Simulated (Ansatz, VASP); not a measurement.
KMgF3 in VASP and in Ansatz

Contents of INCAR:

```
ALGO = Normal
EDIFF = 1E-6
ENCUT = 520
GGA = PE
ISIF = 2
ISMEAR = 0
LASPH = True
LCHARG = False
LREAL = False
LWAVE = False
NBANDS = 24
NELM = 60
PREC = Accurate
SIGMA = 0.05
```

Contents of KPOINTS:

```
k-points
0
Gamma
  6 6 6
```

The input POSCAR:

```
KMgF3
1.0
    3.9859000000      0.0000000000      0.0000000000
    0.0000000000      3.9859000000      0.0000000000
    0.0000000000      0.0000000000      3.9859000000
K Mg F
1 1 3
Direct
    0.4749115633      0.5000000000      0.5000000000
    0.0000000000      0.0000000000      0.0000000000
    0.5000000000      0.0000000000      0.0000000000
    0.0000000000      0.5000000000      0.0000000000
    0.0000000000      0.0000000000      0.5000000000
```

Input for Ansatz:

```yaml
crystal:
  lattice:
    - [3.9859, 0.0, 0.0]
    - [0.0, 3.9859, 0.0]
    - [0.0, 0.0, 3.9859]
  atoms:
    - { symbol: K, position: [0.4749115633, 0.5, 0.5] }
    - { symbol: Mg, position: [0.0, 0.0, 0.0] }
    - { symbol: F, position: [0.5, 0.0, 0.0] }
    - { symbol: F, position: [0.0, 0.5, 0.0] }
    - { symbol: F, position: [0.0, 0.0, 0.5] }
basis:
  ecutwfc: 420
kpoints:
  mp_grid: { grid: [6, 6, 6] }
hamiltonian:
  xc: pbe
scf:
  occupations: { method: gaussian, width: 0.05 }
output:
  forces: true
  stress: true
  eigenvalues: true
```

Alike in both runs: task single point; functional PBE; k mesh 6 × 6 × 6; occupations gaussian, width 0.05 eV; no spin polarisation.

|  | VASP | Ansatz |
| --- | --- | --- |
| version | VASP 6.6.1 | Ansatz 0.2.0 |
| potentials or method | VASP PAW PBE potentials, release 64 (K_sv, Mg, F) | scalar-relativistic, plane waves, PAW |
| plane-wave cutoff (eV) | 520 | 420 |
| valence electrons in the cell | 32 | 40 |

```tsv
	VASP	Ansatz	Ansatz less VASP
gap on the k mesh at the Fermi level (eV)	7.31	7.34	+0.030
least direct gap on the mesh (eV)	7.63	7.66	+0.028
pressure (GPa)	3.5	3.9	+0.42
rms of the force components (eV/Å)	0.076	0.074	-0.0023
```

Atom by atom the forces differ by 0.003 eV/Å (rms over components). With one functional, cell and mesh, what is left measures potentials, basis and numerics. The two sets of potentials don't hold the same shells in valence.

A k mesh can miss the band edges.
